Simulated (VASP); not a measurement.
# HfSi2 (Cmcm) in VASP: further runs, part 2 of 2

VASP 6.6.1. Earlier steps stand in the parts before.

## 3. Relaxation of cell and atoms, PBEsol

This run uses another cell than the first one, of 15.90 Å³/atom, 0.979 times its volume.

Input file INCAR:

```
SYSTEM = HfSi2
  PREC = Accurate
  ENCUT = 600
  EDIFF = 1E-7
  ISMEAR = 1
  SIGMA = 0.1
  LREAL = .FALSE.
  LASPH = .TRUE.
  NELM = 80
  ALGO = Normal
  ISIF = 3
  LWAVE = .FALSE.
  LCHARG = .FALSE.
  GGA = PS
  IBRION = 2
  NSW = 90
  EDIFFG = -0.005
  KPAR = 2
```

Input file KPOINTS:

```
regular mesh
0
G
  10 10 10
  0 0 0
```

Input file POSCAR:

```
HfSi2                                   
1.0
    1.8264144057     -7.1783818641      0.0000000000
    1.8264144057      7.1783818641     -0.0000000000
    0.0000000000     -0.0000000000      3.6375010592
  Hf              Si            
     2     4
Direct
     0.8953286894049333    0.1046713105950667    0.2500000000000000
     0.1046713105950667    0.8953286894049333    0.7500000000000000
     0.5550508146991149    0.4449491853008850    0.2500000000000000
     0.4449491853008850    0.5550508146991149    0.7500000000000000
     0.2502396763814785    0.7497603236185215    0.2500000000000000
     0.7497603236185215    0.2502396763814785    0.7500000000000000
```

Potentials or basis: VASP PAW PBE potentials, release 64 (Hf_pv, Si).

The run is started by

```console
cat potpaw_PBE.64/Hf_pv/POTCAR potpaw_PBE.64/Si/POTCAR > POTCAR
mpirun -np 2 vasp_std > vasp.out
```

OUTCAR:

```text
SYSTEM = HfSi2
   PREC = Accurate
   ENCUT = 600
   EDIFF = 1E-7
   ISMEAR = 1
   LREAL = .FALSE.
   LASPH = .TRUE.
   NELM = 80
   ISIF = 3
   GGA = PS
   IBRION = 2
   NSW = 90
   EDIFFG = -0.005

 ion  position               nearest neighbor table
   1  0.895  0.105  0.250-   4 2.67   4 2.67   4 2.67   4 2.67   5 2.77   5 2.77   6 2.77   6 2.77
                             3 2.93   3 2.93   2 3.51   2 3.51
   2  0.105  0.895  0.750-   3 2.67   3 2.67   3 2.67   3 2.67   6 2.77   6 2.77   5 2.77   5 2.77
                             4 2.93   4 2.93   1 3.51   1 3.51
   3  0.555  0.445  0.250-   4 2.41   4 2.41   2 2.67   2 2.67   2 2.67   2 2.67   1 2.93   1 2.93

   4  0.445  0.555  0.750-   3 2.41   3 2.41   1 2.67   1 2.67   1 2.67   1 2.67   2 2.93   2 2.93

   5  0.250  0.750  0.250-   6 2.58   6 2.58   6 2.58   6 2.58   1 2.77   1 2.77   2 2.77   2 2.77

   6  0.750  0.250  0.750-   5 2.58   5 2.58   5 2.58   5 2.58   2 2.77   2 2.77   1 2.77   1 2.77

  LATTYP: Found a base centered orthorhombic cell.
 ALAT       =     3.6528288114
 B/A-ratio  =     3.9303138662
 C/A-ratio  =     0.9958038679

  Lattice vectors:

 A1 = (   1.8264144057,  -7.1783818641,   0.0000000000)
 A2 = (   1.8264144057,   7.1783818641,   0.0000000000)
 A3 = (   0.0000000000,   0.0000000000,   3.6375010592)

Analysis of symmetry for initial positions (statically):
=====================================================================
 Subroutine PRICEL returns:
 Original cell was already a primitive cell.

 Routine SETGRP: Setting up the symmetry group for a
 base centered orthorhombic supercell.

 Subroutine GETGRP returns: Found  8 space group operations
 (whereof  4 operations were pure point group operations)
 out of a pool of  8 trial point group operations.

The static configuration has the point symmetry C_2h.
 The point group associated with its full space group is D_2h.

Analysis of symmetry for dynamics (positions and initial velocities):
=====================================================================
 Subroutine PRICEL returns:
 Original cell was already a primitive cell.

 Routine SETGRP: Setting up the symmetry group for a
 base centered orthorhombic supercell.

 Subroutine GETGRP returns: Found  8 space group operations
 (whereof  4 operations were pure point group operations)
 out of a pool of  8 trial point group operations.

The dynamic configuration has the point symmetry C_2h.
 The point group associated with its full space group is D_2h.

 Subroutine INISYM returns: Found  8 space group operations
 (whereof  4 operations are pure point group operations),
 and found     1 'primitive' translations

----------------------------------------------------------------------------------------

                                     Primitive cell

  volume of cell :      95.3804

  direct lattice vectors                    reciprocal lattice vectors
     1.826414406 -7.178381864  0.000000000     0.273760434 -0.069653581  0.000000000
     1.826414406  7.178381864  0.000000000     0.273760434  0.069653581  0.000000000
     0.000000000  0.000000000  3.637501059     0.000000000  0.000000000  0.274914009

  length of vectors
     7.407088211  7.407088211  3.637501059     0.282482559  0.282482559  0.274914009

  position of ions in fractional coordinates (direct lattice)
[... 66 lines left out ...]
  0.300000  0.300000  0.000000      2.000000
  0.400000  0.300000  0.000000      4.000000
 [... further k-points ...]
   k-points           NKPTS =    186   k-points in BZ     NKDIM =    186   number of bands    NBANDS=     22
   number of dos      NEDOS =    301   number of ions     NIONS =      6
   total plane-waves  NPLWV = 108000
   dimension x,y,z NGX =    60 NGY =   60 NGZ =   30
   dimension x,y,z NGXF=   120 NGYF=  120 NGZF=   60
   ions per type =               2   4
   NGX,Y,Z   is equivalent  to a cutoff of  13.47, 13.47, 13.71 a.u.
   NGXF,Y,Z  is equivalent  to a cutoff of  26.93, 26.93, 27.42 a.u.
 SYSTEM =  HfSi2
   PREC   = accura    normal or accurate (medium, high low for compatibility)
   ISTART =      0    job   : 0-new  1-cont  2-samecut
   ICHARG =      2    charge: 1-file 2-atom 10-const
   ISPIN  =      1    spin polarized calculation?
   LNONCOLLINEAR =      F non collinear calculations
   LSORBIT =      F    spin-orbit coupling
   LASPH  =      T    aspherical Exc in radial PAW
   ENCUT  =  600.0 eV  44.10 Ry    6.64 a.u.  14.79 14.79  7.26*2*pi/ulx,y,z
   NELM   =     80;   NELMIN=  2; NELMDL= -5     # of ELM steps
   EDIFF  = 0.1E-06   stopping-criterion for ELM
   LREAL  =      F    real-space projection
   EDIFFG = -.5E-02   stopping-criterion for IOM
   NSW    =     90    number of steps for IOM
   IBRION =      2    ionic relax: 0-MD 1-quasi-New 2-CG
   NFREE  =      1    steps in history (QN), initial steepest desc. (CG)
   ISIF   =      3    stress and relaxation
   ISYM   =      2    0-nonsym 1-usesym 2-fastsym
   POTIM  = 0.5000    time-step for ionic-motion
   TEBEG  =    0.0;   TEEND  =   0.0 temperature during run
   PSTRESS=    0.0 pullay stress
   NELECT =      36.0000    total number of electrons
   NUPDOWN=      -1.0000    fix difference up-down
   EMIN   =  10.00;   EMAX   =-10.00  energy-range for DOS
   EFERMI =   0.00;   METHOD = LEGACY
   ISMEAR =     1;   SIGMA  =   0.10  broadening in eV -4-tet -1-fermi 0-gaus
   EFERMI_NEDOS =   21; number of points for ismear=-14 and -15
   IALGO  =     38    algorithm
   IMIX   =      4    mixing-type and parameters
     AMIX     =   0.40;   BMIX     =  1.00
     AMIX_MAG =   1.60;   BMIX_MAG =  1.00
  volume/ion in A,a.u.               =      15.90       107.28
  Fermi-wavevector in a.u.,A,eV,Ry     =   1.183103  2.235741 19.044529  1.399733
  Thomas-Fermi vector in A             =   2.319344
   LORBIT       =      0    0 simple, 1 ext, 2 COOP (PROOUT), +10 PAW based schemes
   GGA     = PS    functional components
   LHFCALC =     F    Hartree Fock is set to
   AEXX    =    0.0000 exact exchange contribution
   IVDW    =     0    specifies the selected vdW correction
   LEPSILON=     F    determine dielectric tensor
   LRPA    =     F    only Hartree local field effects (RPA)
 conjugate gradient relaxation of ions
 non-spin polarized calculation
 Methfessel and Paxton  Order N= 1 SIGMA  =   0.10
  energy-cutoff  :      600.00
  volume of cell :       95.38
 maximum number of plane-waves:      3212
   NGX = 29   NGY = 29   NGZ = 15

 number of electron      36.0000001 magnetization

 Free energy of the ion-electron system (eV)
  ---------------------------------------------------
  ext. energy  EPLUGINS =         0.00000000
  ---------------------------------------------------
  free energy    TOTEN  =       -47.98117462 eV

  energy without entropy =      -47.98034167  energy(sigma->0) =      -47.98089697

 E-fermi :   8.5339     XC(G=0): -11.5798

 val. band max:        8.5318017555   @ k =   0.5000   0.2000   0.1000
 cond. band min:       8.5403893117   @ k =   0.2000   0.0000   0.0000
 fundamental gap:      0.0085875562
 Fermi energy:         8.5338590683

 k-point     1 :       0.0000    0.0000    0.0000
  band No.  band energies     occupation
      1     -22.1544      2.00000
      2     -22.0575      2.00000
      3     -22.0379      2.00000
      4     -22.0164      2.00000
      5     -22.0117      2.00000
      6     -21.9797      2.00000
[... 589 lines left out ...]
     21       9.4941     -0.00000
     22      10.4628     -0.00000

 [... further k-points ...]

------------------------ aborting loop because EDIFF is reached ----------------------------------------

  FORCE on cell =-STRESS in cart. coord.  units (eV):
  Direction    XX          YY          ZZ          XY          YZ          ZX
  --------------------------------------------------------------------------------------
  -------------------------------------------------------------------------------------
  Total       -0.0149758     -0.0037775     -0.0012892      0.0000000      0.0000000      0.0000000
  in kB       -0.2515592     -0.0634532     -0.0216558      0.0000000      0.0000000      0.0000000
  external PRESSURE =      -0.1122227 kB  Pullay stress =       0.0000000 kB

 VOLUME and BASIS-vectors are now :
 -----------------------------------------------------------------------------
  energy-cutoff  :      600.00
  volume of cell :       95.38
      direct lattice vectors                 reciprocal lattice vectors
     1.826414406 -7.178381864  0.000000000     0.273760434 -0.069653581  0.000000000
     1.826414406  7.178381864  0.000000000     0.273760434  0.069653581  0.000000000
     0.000000000  0.000000000  3.637501059     0.000000000  0.000000000  0.274914009

 POSITION                                       TOTAL-FORCE (eV/Angst)
 -----------------------------------------------------------------------------------
      1.82641     -5.67564      0.90938         0.000000     -0.002246     -0.000000
      1.82641      5.67564      2.72813         0.000000      0.002246     -0.000000
      1.82641     -0.79035      0.90938         0.000000      0.002459      0.000000
      1.82641      0.79035      2.72813         0.000000     -0.002459      0.000000
      1.82641      3.58575      0.90938         0.000000      0.002518      0.000000
      1.82641     -3.58575      2.72813         0.000000     -0.002518      0.000000
 -----------------------------------------------------------------------------------
    total drift:                               -0.000000     -0.000000     -0.000000

  FREE ENERGIE OF THE ION-ELECTRON SYSTEM (eV)
  ---------------------------------------------------
  free  energy   TOTEN  =       -47.9811746152 eV

  energy  without entropy=      -47.9803416675  energy(sigma->0) =      -47.98089697

 reached required accuracy - stopping structural energy minimisation
```

Run time: 6.9 min. Hardware: 2 MPI ranks of Intel Xeon Platinum 8488C (Sapphire Rapids), shared host; peak memory 0.61 GiB.

What came out:

| Item | Value |
| --- | --- |
| Free energy | -47.9812 eV |
| Pressure after relaxing | 0.0 GPa |
| Band gap on the k mesh | none (metal or under the smearing width) |

Forces in eV/Å, atoms in the order of the input:
```
Hf   0.000 -0.002  0.000
Hf   0.000  0.002  0.000
Si   0.000  0.002  0.000
Si   0.000 -0.002  0.000
Si   0.000  0.003  0.000
Si   0.000 -0.003  0.000
```

Final structure:
```
Hf Si
1.0
     1.82641   -7.17838    0.00000
     1.82641    7.17838    0.00000
     0.00000    0.00000    3.63750
Hf Si
2 4
Direct
  0.89533 0.10467 0.25000
  0.10467 0.89533 0.75000
  0.55505 0.44495 0.25000
  0.44495 0.55505 0.75000
  0.25024 0.74976 0.25000
  0.74976 0.25024 0.75000
```

Caveat: the relaxation stopped at its first step, so nothing moved; the PAW data sets were made with another functional, which shifts forces and pressure a little. Spin-orbit coupling is left out, which matters for the levels of Hf.

## 4. Relaxation of cell and atoms, PBE+D3(BJ)

Input file INCAR:

```
PREC = Accurate ; ENCUT = 600
EDIFF = 1E-6 ; ISMEAR = 1
SIGMA = 0.1 ; LREAL = False
LASPH = True ; NELM = 80
ALGO = Normal ; ISIF = 3
LWAVE = False ; LCHARG = False
GGA = PE ; IVDW = 12
IBRION = 2 ; NSW = 90
EDIFFG = -0.01 ; KPAR = 2
```

Input file KPOINTS:

```
Automatic mesh
0
Gamma
  10 10 10
```

Input file POSCAR:

```
HfSi2
1.0
    1.8360000000     -7.2850000000      0.0000000000
    1.8360000000      7.2850000000      0.0000000000
    0.0000000000      0.0000000000      3.6410000000
Hf Si
2 4
Direct
    0.8940000000      0.1060000000      0.2500000000
    0.1060000000      0.8940000000      0.7500000000
    0.5590000000      0.4410000000      0.2500000000
    0.4410000000      0.5590000000      0.7500000000
    0.2500000000      0.7500000000      0.2500000000
    0.7500000000      0.2500000000      0.7500000000
```

The run is started by

```console
cat potpaw_PBE.64/Hf_pv/POTCAR potpaw_PBE.64/Si/POTCAR > POTCAR
mpirun -np 2 vasp_std > vasp.out
```

Run time: 28 min. Hardware: 2 MPI ranks of Intel Xeon Platinum 8488C (Sapphire Rapids), shared host; peak memory 0.69 GiB.

It converged, with:

```
Free energy                            : -47.7197 eV
Relaxed volume                         : 15.81 Å³/atom
Relaxed cell                           : a = 7.400 Å, b = 7.400 Å, c = 3.628 Å, α = 90.00°, β = 90.00°, γ = 151.47°
Space group after relaxing (to 0.05 Å) : Cmcm (No. 63)
Energy gained by relaxing              : 13.2 meV/atom
Ionic steps                            : 10
Pressure after relaxing                : 0.0 GPa
Largest force after relaxing           : 0.003 eV/Å
Band gap on the k mesh                 : none (metal or under the smearing width)
Dispersion energy per atom             : -0.473 eV
```

Forces on the atoms (eV/Å):
```
Hf   0.000 -0.003  0.000
Hf   0.000  0.003  0.000
Si   0.000  0.003  0.000
Si   0.000 -0.003  0.000
Si   0.000  0.003  0.000
Si   0.000 -0.003  0.000
```

The path:
```tsv
step	energy change (eV)	largest force (eV/Å)	pressure (GPa)	volume (Å³)
1	0.0000	0.6705	-3.48	97.40
2	-0.0413	0.3042	3.87	92.51
3	-0.0562	0.4113	1.21	94.12
4	-0.0767	0.0890	0.31	94.58
5	-0.0771	0.0371	0.19	94.65
6	-0.0784	0.0476	-0.15	94.91
7	-0.0784	0.0524	-0.20	94.94
8	-0.0789	0.0316	0.14	94.77
9	-0.0789	0.0312	0.14	94.77
10	-0.0790	0.0032	0.00	94.89
```

Final structure:
```
CELL_PARAMETERS angstrom
1.82344 -7.17212 0.00000
1.82344 7.17212 0.00000
0.00000 0.00000 3.62771
ATOMIC_POSITIONS crystal
Hf 0.89523 0.10477 0.25000
Hf 0.10477 0.89523 0.75000
Si 0.55489 0.44511 0.25000
Si 0.44511 0.55489 0.75000
Si 0.25027 0.74973 0.25000
Si 0.74973 0.25027 0.75000
```

Levels at points of the mesh, in eV from the Fermi level:
| k point | band 15 | band 16 | band 17 | band 18 | band 19 | band 20 | band 21 | band 22 |
| --- | --- | --- | --- | --- | --- | --- | --- | --- |
| (0.00, 0.00, 0.00) | -2.60 | -2.60 | -2.58 | 0.01 | 1.17 | 1.29 | 1.73 | 1.89 |
| (0.50, 0.00, 0.00) | -1.94 | -1.69 | -0.89 | -0.55 | -0.47 | 0.88 | 0.90 | 2.13 |
| (0.50, 0.50, 0.00) | -2.91 | -2.16 | -1.62 | 0.44 | 1.17 | 1.35 | 1.50 | 2.06 |
| (0.00, 0.00, 0.50) | -2.05 | -2.05 | -0.09 | -0.09 | 0.18 | 0.18 | 1.69 | 1.69 |
| (0.50, 0.00, 0.50) | -3.52 | -3.52 | -2.50 | -2.50 | 2.02 | 2.02 | 2.82 | 2.82 |
| (0.50, 0.50, 0.50) | -2.41 | -2.41 | -1.01 | -1.01 | 0.08 | 0.08 | 2.48 | 2.48 |

Caveat: pairwise dispersion overbinds metals, which lowers pressure and volume. The run has no spin-orbit coupling, so splittings on Hf are missing.

## 5. Relaxation of cell and atoms, PBE+D3(BJ)

This run uses another cell than the first one, of 15.81 Å³/atom, 0.974 times its volume.

Input file INCAR:

```
PREC = Accurate ; ENCUT = 600
EDIFF = 1E-7 ; ISMEAR = 1
SIGMA = 0.1 ; LREAL = False
LASPH = True ; NELM = 80
ALGO = Normal ; ISIF = 3
LWAVE = False ; LCHARG = False
GGA = PE ; IVDW = 12
IBRION = 2 ; NSW = 90
EDIFFG = -0.005 ; KPAR = 2
```

KPOINTS is that of step 4.

Input file POSCAR:

```
HfSi2                                   
1.0
    1.8234447912     -7.1721221792     -0.0000000000
    1.8234447912      7.1721221792      0.0000000000
    0.0000000000      0.0000000000      3.6277100031
  Hf              Si            
     2     4
Direct
     0.8952324031868268    0.1047675968131733    0.2500000000000000
     0.1047675968131733    0.8952324031868268    0.7500000000000000
     0.5548900322310499    0.4451099677689501    0.2500000000000000
     0.4451099677689501    0.5548900322310499    0.7500000000000000
     0.2502744014583816    0.7497255985416184    0.2500000000000000
     0.7497255985416184    0.2502744014583816    0.7500000000000000
```

The run is started by

```console
cat potpaw_PBE.64/Hf_pv/POTCAR potpaw_PBE.64/Si/POTCAR > POTCAR
mpirun -np 2 vasp_std > vasp.out
```

Wall time 6 min (2 MPI ranks of Intel Xeon Platinum 8488C (Sapphire Rapids), shared host); peak memory 0.61 GiB.

The run converged. Its results:

```
Free energy                  : -47.7195 eV
Pressure after relaxing      : 0.0 GPa
Largest force after relaxing : 0.003 eV/Å
Band gap on the k mesh       : none (metal or under the smearing width)
Dispersion energy per atom   : -0.473 eV
```

Forces in eV/Å, atoms in the order of the input:
```
Hf   0.000 -0.003  0.000
Hf   0.000  0.003  0.000
Si   0.000  0.003  0.000
Si   0.000 -0.003  0.000
Si   0.000  0.003  0.000
Si   0.000 -0.003  0.000
```

Final structure:
```
Hf Si
1.0
     1.82344   -7.17212    0.00000
     1.82344    7.17212    0.00000
     0.00000    0.00000    3.62771
Hf Si
2 4
Cartesian
  1.8234 -5.6693 0.9069
  1.8234 5.6693 2.7208
  1.8234 -0.7874 0.9069
  1.8234 0.7874 2.7208
  1.8234 3.5821 0.9069
  1.8234 -3.5821 2.7208
```

Levels at points of the mesh, in eV from the Fermi level:
```csv
k point,band 15,band 16,band 17,band 18,band 19,band 20,band 21,band 22
"(0.00, 0.00, 0.00)",-2.60,-2.60,-2.58,0.01,1.17,1.29,1.73,1.89
"(0.50, 0.00, 0.00)",-1.94,-1.69,-0.89,-0.55,-0.47,0.88,0.90,2.13
"(0.50, 0.50, 0.00)",-2.91,-2.16,-1.62,0.44,1.17,1.35,1.50,2.06
"(0.00, 0.00, 0.50)",-2.05,-2.05,-0.09,-0.09,0.18,0.18,1.69,1.69
"(0.50, 0.00, 0.50)",-3.52,-3.52,-2.50,-2.50,2.02,2.02,2.82,2.82
"(0.50, 0.50, 0.50)",-2.41,-2.41,-1.01,-1.01,0.08,0.08,2.48,2.48
```

Caveat: the relaxation stopped at its first step, so nothing moved; pairwise dispersion overbinds metals, which lowers pressure and volume.
